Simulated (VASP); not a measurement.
# GaSb (F-43m) in VASP: notebook

Aim: see how the results for GaSb move with the level of theory and the settings. Levels: LDA, PBE, PBEsol+D4. Tasks: single point.

All numbers are computed with VASP 6.6.1; they aren't measurements. Logs are shortened: lines on timing, memory, paths and dates and some standing lists are left out, and cuts for length are marked.

**What was measured.**

From a printed reference work, data compilation, for a bulk crystal of GaSb at 4.2 K: band gap 0.811 eV (direct).

How close the calculation comes is told below.

**1. The cell of the first run**

Symmetry: F-43m, No. 216, cubic system. The conventional cell has a = 6.118 Å, b = 6.118 Å, c = 6.118 Å, α = 90.00°, β = 90.00°, γ = 90.00°. Sb (site symmetry -43m) has 4 Ga at 2.65 Å within 3.5 Å. Ga (site symmetry -43m) has 4 Sb at 2.65 Å within 3.5 Å.

**2. Single point, LDA, non-collinear spin, zero start, spin-orbit coupling**

File INCAR:

```
SYSTEM = GaSb
ALGO = Normal
EDIFF = 1E-6
ENCUT = 520
GGA_COMPAT = .FALSE.
ISIF = 2
ISMEAR = -1
LASPH = .TRUE.
LCHARG = .FALSE.
LORBIT = 11
LORBMOM = .TRUE.
LREAL = .FALSE.
LSORBIT = .TRUE.
LWAVE = .FALSE.
MAGMOM = 0 0 0 0 0 0
NBANDS = 30
NELM = 150
PREC = Accurate
SIGMA = 0.05
```

File KPOINTS:

```
k-points
0
G
  6 6 6
  0 0 0
```

File POSCAR:

```
GaSb
1.0
    0.0000000000      3.0590000000      3.0590000000
    3.0590000000      0.0000000000      3.0590000000
    3.0590000000      3.0590000000      0.0000000000
Sb Ga
1 1
Direct
    0.7500000000      0.7500000000      0.7500000000
    0.0000000000      0.0000000000      0.0000000000
```

Potentials or basis: VASP PAW LDA potentials, release 64 (Sb, Ga_d).

The run is started by

```bash
$ cat potpaw_LDA.64/Sb/POTCAR potpaw_LDA.64/Ga_d/POTCAR > POTCAR
$ mpirun -np 1 vasp_ncl > vasp.out
```

OUTCAR:

```text
SYSTEM = GaSb
   EDIFF = 1E-6
   ENCUT = 520
   ISIF = 2
   ISMEAR = -1
   LASPH = .TRUE.
   LORBIT = 11
   LREAL = .FALSE.
   LSORBIT = .TRUE.
   NELM = 150
   PREC = Accurate

 ion  position               nearest neighbor table
   1  0.750  0.750  0.750-   2 2.65   2 2.65   2 2.65   2 2.65
   2  0.000  0.000  0.000-   1 2.65   1 2.65   1 2.65   1 2.65

  LATTYP: Found a face centered cubic cell.
 ALAT       =     6.1180000000

  Lattice vectors:

 A1 = (   0.0000000000,   3.0590000000,   3.0590000000)
 A2 = (   3.0590000000,   0.0000000000,   3.0590000000)
 A3 = (   3.0590000000,   3.0590000000,   0.0000000000)

Analysis of symmetry for initial positions (statically):
=====================================================================
 Subroutine PRICEL returns:
 Original cell was already a primitive cell.

 Routine SETGRP: Setting up the symmetry group for a
 face centered cubic supercell.

 Subroutine GETGRP returns: Found 24 space group operations
 (whereof 24 operations were pure point group operations)
 out of a pool of 48 trial point group operations.

The static configuration has the point symmetry T_d .

Analysis of symmetry for dynamics (positions and initial velocities):
=====================================================================
 Subroutine PRICEL returns:
 Original cell was already a primitive cell.

 Routine SETGRP: Setting up the symmetry group for a
 face centered cubic supercell.

 Subroutine GETGRP returns: Found 24 space group operations
 (whereof 24 operations were pure point group operations)
 out of a pool of 48 trial point group operations.

The dynamic configuration has the point symmetry T_d .

Analysis of structural, dynamic, and magnetic symmetry:
=====================================================================
 Subroutine PRICEL returns:
 Original cell was already a primitive cell.

 Routine SETGRP: Setting up the symmetry group for a
 face centered cubic supercell.

 Subroutine GETGRP returns: Found 24 space group operations
 (whereof 24 operations were pure point group operations)
 out of a pool of 48 trial point group operations.

The overall configuration has the point symmetry T_d .

 Subroutine INISYM returns: Found 24 space group operations
 (whereof 24 operations are pure point group operations),
 and found     1 'primitive' translations

----------------------------------------------------------------------------------------

                                     Primitive cell

[... 896 lines left out ...]
    total drift:                               -0.000000     -0.000000     -0.000000

  FREE ENERGIE OF THE ION-ELECTRON SYSTEM (eV)
  ---------------------------------------------------
  free  energy   TOTEN  =        -8.7055537517 eV

  energy  without entropy=       -8.7043086781  energy(sigma->0) =       -8.70493121

 orbital moment (x)

 # of ion     p       d       tot
 ----------------------------------------
  1        -0.000  -0.000  -0.000
  2         0.000  -0.000   0.000
 ----------------------------------------
           -0.000  -0.000  -0.000

 orbital moment (y)

 # of ion     p       d       tot
 ----------------------------------------
  1        -0.000   0.000   0.000
  2        -0.000  -0.000  -0.000
 ----------------------------------------
           -0.000   0.000  -0.000

 orbital moment (z)

 # of ion     p       d       tot
 ----------------------------------------
  1         0.000  -0.000  -0.000
  2         0.000   0.000   0.000
 ----------------------------------------
            0.000  -0.000   0.000

 Spin-Orbit-Coupling matrix elements

 Ion:    1  E_soc:     -0.1336261
 l=   1
     0.0000000    -0.0220915    -0.0220915
    -0.0220915     0.0000000    -0.0220915
    -0.0220915    -0.0220915     0.0000000
 l=   2
     0.0000000    -0.0000695     0.0000000    -0.0000695    -0.0001100
    -0.0000695     0.0000000    -0.0000825    -0.0000695    -0.0000275
     0.0000000    -0.0000825     0.0000000    -0.0000825     0.0000000
    -0.0000695    -0.0000695    -0.0000825     0.0000000    -0.0000275
    -0.0001100    -0.0000275     0.0000000    -0.0000275     0.0000000
 l=   3
     0.0000000     0.0000000     0.0000000     0.0000000     0.0000000     0.0000000     0.0000000
     0.0000000     0.0000000     0.0000000     0.0000000     0.0000000     0.0000000     0.0000000
     0.0000000     0.0000000     0.0000000     0.0000000     0.0000000     0.0000000     0.0000000
     0.0000000     0.0000000     0.0000000     0.0000000     0.0000000     0.0000000     0.0000000
     0.0000000     0.0000000     0.0000000     0.0000000     0.0000000     0.0000000     0.0000000
     0.0000000     0.0000000     0.0000000     0.0000000     0.0000000     0.0000000     0.0000000
     0.0000000     0.0000000     0.0000000     0.0000000     0.0000000     0.0000000     0.0000000

 Ion:    2  E_soc:     -0.0128560
 l=   1
     0.0000000    -0.0013206    -0.0013206
    -0.0013206     0.0000000    -0.0013206
    -0.0013206    -0.0013206     0.0000000
 l=   2
     0.0000000    -0.0001509     0.0000000    -0.0001509    -0.0006712
    -0.0001509     0.0000000    -0.0005034    -0.0001509    -0.0001678
     0.0000000    -0.0005034     0.0000000    -0.0005034     0.0000000
    -0.0001509    -0.0001509    -0.0005034     0.0000000    -0.0001678
    -0.0006712    -0.0001678     0.0000000    -0.0001678     0.0000000
 l=   3
     0.0000000     0.0000000     0.0000000     0.0000000     0.0000000     0.0000000     0.0000000
     0.0000000     0.0000000     0.0000000     0.0000000     0.0000000     0.0000000     0.0000000
     0.0000000     0.0000000     0.0000000     0.0000000     0.0000000     0.0000000     0.0000000
     0.0000000     0.0000000     0.0000000     0.0000000     0.0000000     0.0000000     0.0000000
     0.0000000     0.0000000     0.0000000     0.0000000     0.0000000     0.0000000     0.0000000
     0.0000000     0.0000000     0.0000000     0.0000000     0.0000000     0.0000000     0.0000000
     0.0000000     0.0000000     0.0000000     0.0000000     0.0000000     0.0000000     0.0000000

 total charge

# of ion       s       p       d       tot
------------------------------------------
    1        1.138   1.347   0.029   2.514
    2        0.921   0.767   9.962  11.651
--------------------------------------------------
tot          2.060   2.114   9.991  14.165

 magnetization (x)

# of ion       s       p       d       tot
------------------------------------------
    1       -0.000  -0.000   0.000  -0.000
    2        0.000   0.000   0.000   0.000
--------------------------------------------------
tot          0.000  -0.000   0.000   0.000

 magnetization (y)

# of ion       s       p       d       tot
------------------------------------------
    1        0.000   0.000   0.000   0.000
    2        0.000   0.000  -0.000  -0.000
--------------------------------------------------
tot          0.000   0.000  -0.000  -0.000

 magnetization (z)

# of ion       s       p       d       tot
------------------------------------------
    1       -0.000   0.000   0.000   0.000
    2       -0.000  -0.000  -0.000  -0.000
--------------------------------------------------
tot         -0.000  -0.000   0.000  -0.000
```

stdout:

```text
POSCAR found type information on POSCAR SbGa
 POSCAR found :  2 types and       2 ions
 scaLAPACK will be used
 LDA part: xc-table for (Slater(with rela. corr.)+CA(PZ))
 , standard interpolation
 POSCAR, INCAR and KPOINTS ok, starting setup
 FFT: planning ... GRIDC
 FFT: planning ... GRID_SOFT
 FFT: planning ... GRID
 WAVECAR not read
 entering main loop
```

Run time: 27 s. Hardware: 1 thread of Intel Xeon 6975P-C (Granite Rapids), shared host; peak memory 0.28 GiB.

Results:

```
Free energy                                           : -8.7056 eV
Pressure                                              : -1.4 GPa
Net moment                                            : 0.00 μB per cell
Valence electrons inside the program's atomic spheres : Sb 2.51; Ga 11.65
```

Moments on the atoms (μB; x, y, z):
```
Sb  0.00 0.00 0.00
Ga  0.00 0.00 0.00
```

**3. Single point, PBE**

File INCAR:

```
SYSTEM = GaSb
PREC = Accurate
ENCUT = 520
EDIFF = 1E-6
ISMEAR = -1
SIGMA = 0.03
LREAL = .FALSE.
LASPH = .TRUE.
NELM = 100
ALGO = Normal
ISIF = 2
LWAVE = .FALSE.
LCHARG = .FALSE.
GGA = PE
NBANDS = 16
```

File KPOINTS:

```
Automatic mesh
0
G
  3 3 3
  0 0 0
```

POSCAR is that of step 2.

Potentials or basis: VASP PAW PBE potentials, release 64 (Sb, Ga_d).

The run is started by

```bash
$ cat potpaw_PBE.64/Sb/POTCAR potpaw_PBE.64/Ga_d/POTCAR > POTCAR
$ mpirun -np 1 vasp_std > vasp.out
```

Run time: 6.1 s. Hardware: 1 thread of Intel Xeon Platinum 8488C (Sapphire Rapids), shared host; peak memory 0.17 GiB.

The run converged. Its results:

```
Free energy : -6.7499 eV
Pressure    : 4.2 GPa
```

Levels at points of the mesh, in eV from the Fermi level:
| k point | band 5 | band 6 | band 7 | band 8 | band 9 | band 10 | band 11 | band 12 | band 13 | band 14 |
| --- | --- | --- | --- | --- | --- | --- | --- | --- | --- | --- |
| (0.00, 0.00, 0.00) | -15.08 | -11.52 | -0.04 | -0.04 | -0.04 | -0.01 | 2.68 | 2.68 | 2.68 | 5.80 |

Caveat: the k points lie up to 0.59 Å⁻¹ apart; spin-orbit coupling is left out, which moves the levels of the heavy elements.

**4. Single point, PBEsol+D4**

This run uses another cell than the first one, of 27.84 Å³/atom, 0.973 times its volume.

File INCAR:

```
PREC = Accurate
ENCUT = 520
EDIFF = 1E-6
ISMEAR = -1
SIGMA = 0.05
LREAL = False
LASPH = True
NELM = 100
ALGO = Normal
ISIF = 2
LWAVE = False
LCHARG = False
GGA = PS
IVDW = 13
NBANDS = 16
```

File KPOINTS:

```
regular mesh
0
Gamma
  8 8 8
```

File POSCAR:

```
GaSb
1.0
    0.0000000000      3.0309717852      3.0309717852
    3.0309717852      0.0000000000      3.0309717852
    3.0309717852      3.0309717852      0.0000000000
Sb Ga
1 1
Direct
    0.7500000000      0.7500000000      0.7500000000
    0.0000000000      0.0000000000      0.0000000000
```

The run is started by

```bash
$ cat potpaw_PBE.64/Sb/POTCAR potpaw_PBE.64/Ga_d/POTCAR > POTCAR
$ mpirun -np 1 vasp_std > vasp.out
```

Run time: 16 s. Hardware: 1 thread of Intel Xeon Platinum 8488C (Sapphire Rapids), shared host; peak memory 0.18 GiB.

It converged, with:

- Free energy: -8.6451 eV
- Pressure: 0.1 GPa
- Band gap on the k mesh: 0.19 eV, direct
- Dispersion energy per atom: -0.252 eV

Levels at points of the mesh, in eV from the valence-band top:
```
           k point  band 7  band 8  band 9  band 10  band 11  band 12
(0.00, 0.00, 0.00)    0.00    0.00    0.00     0.19     2.75     2.75
(0.50, 0.00, 0.00)   -6.54   -1.20   -1.20     0.40     3.71     3.71
(0.50, 0.50, 0.00)   -6.96   -2.69   -2.69     0.81     1.10     8.85
```

Caveat: the PAW data sets were made with another functional, which shifts forces and pressure a little; spin-orbit coupling is left out, which moves the levels of the heavy elements.

**5. Single point, PBE**

File INCAR:

```
ALGO = Normal ; EDIFF = 1E-6
ENCUT = 520 ; GGA = PE
ISIF = 2 ; ISMEAR = 0
LASPH = True ; LCHARG = False
LREAL = False ; LWAVE = False
NBANDS = 16 ; NELM = 60
PREC = Accurate ; SIGMA = 0.027000000000000003
```

File KPOINTS:

```
k-points
0
Gamma
  8 8 8
```

File POSCAR:

```
GaSb
1.0
    0.0000000000      3.0590000000      3.0590000000
    3.0590000000      0.0000000000      3.0590000000
    3.0590000000      3.0590000000      0.0000000000
Sb Ga
1 1
Direct
    0.7500000000      0.7500000000      0.7500000000
    0.0000000000      0.0000000000      0.0000000000
```

The run is started by

```bash
$ cat potpaw_PBE.64/Sb/POTCAR potpaw_PBE.64/Ga_d/POTCAR > POTCAR
$ mpirun -np 1 vasp_std > vasp.out
```

Wall time 19 s (1 thread of Intel Xeon Platinum 8488C (Sapphire Rapids), shared host); peak memory 0.18 GiB.

It converged, with:

```
Free energy            : -7.3458 eV
Pressure               : 2.4 GPa
Band gap on the k mesh : 0.04 eV, direct
```

Levels at points of the mesh, in eV from the valence-band top:
| k point | band 5 | band 6 | band 7 | band 8 | band 9 | band 10 | band 11 | band 12 | band 13 | band 14 |
| --- | --- | --- | --- | --- | --- | --- | --- | --- | --- | --- |
| (0.00, 0.00, 0.00) | -14.99 | -11.48 | 0.00 | 0.00 | 0.00 | 0.04 | 2.78 | 2.78 | 2.78 | 5.81 |
| (0.50, 0.00, 0.00) | -14.99 | -9.85 | -6.37 | -1.15 | -1.15 | 0.40 | 3.75 | 3.75 | 6.47 | 9.36 |
| (0.50, 0.50, 0.00) | -14.98 | -9.02 | -6.81 | -2.57 | -2.57 | 0.90 | 1.25 | 8.68 | 8.68 | 10.06 |

Caveat: spin-orbit coupling is left out, which moves the levels of the heavy elements.

**6. Summary**

```tsv
level	potentials or basis	spin	cell	k mesh	smearing	gap on the mesh (eV)	pressure (GPa)
LDA	VASP PAW LDA potentials, release 64 (Sb, Ga_d)	non-collinear, zero start, SOC	a = 4.326 Å, angles 60.0°, 2 atoms	6 × 6 × 6	fermi-dirac 0.05 eV	-	-1.4
PBE	VASP PAW PBE potentials, release 64 (Sb, Ga_d)	off	a = 4.326 Å, angles 60.0°, 2 atoms	3 × 3 × 3	fermi-dirac 0.03 eV	-	4.2
PBEsol+D4	VASP PAW PBE potentials, release 64 (Sb, Ga_d)	off	a = 4.286 Å, angles 60.0°, 2 atoms	8 × 8 × 8	fermi-dirac 0.05 eV	0.19	0.1
PBE	VASP PAW PBE potentials, release 64 (Sb, Ga_d)	off	a = 4.326 Å, angles 60.0°, 2 atoms	8 × 8 × 8	gaussian 0.027 eV	0.04	2.4
```

Alike in all rows: task single point; cutoff (eV) 520.

Caveats: some runs use coarse meshes; spin-orbit coupling is left out, which moves the levels of the heavy elements (some runs); the PAW data sets were made with another functional, which shifts forces and pressure a little (some runs).

Absolute energies hang on the potentials; compare differences alone.

**7. Against experiment**

Step 4. Against the measured gap of GaSb, 0.811 eV (direct; 4.2 K; a printed reference work, data compilation), the calculated 0.19 eV is off by -0.62 eV. Spin-orbit coupling on Ga, Sb is left out. The value is that of PBEsol+D4 on a finite k mesh, which can miss the band edges, without temperature or zero-point motion. Semilocal functionals fall short of measured gaps as a rule.

Step 5. Against the measured gap of GaSb, 0.811 eV (direct; 4.2 K; a printed reference work, data compilation), the calculated 0.04 eV is off by -0.78 eV. Spin-orbit coupling on Ga, Sb is left out. The value is that of PBE on a finite k mesh, which can miss the band edges, without temperature or zero-point motion. Semilocal functionals fall short of measured gaps as a rule.
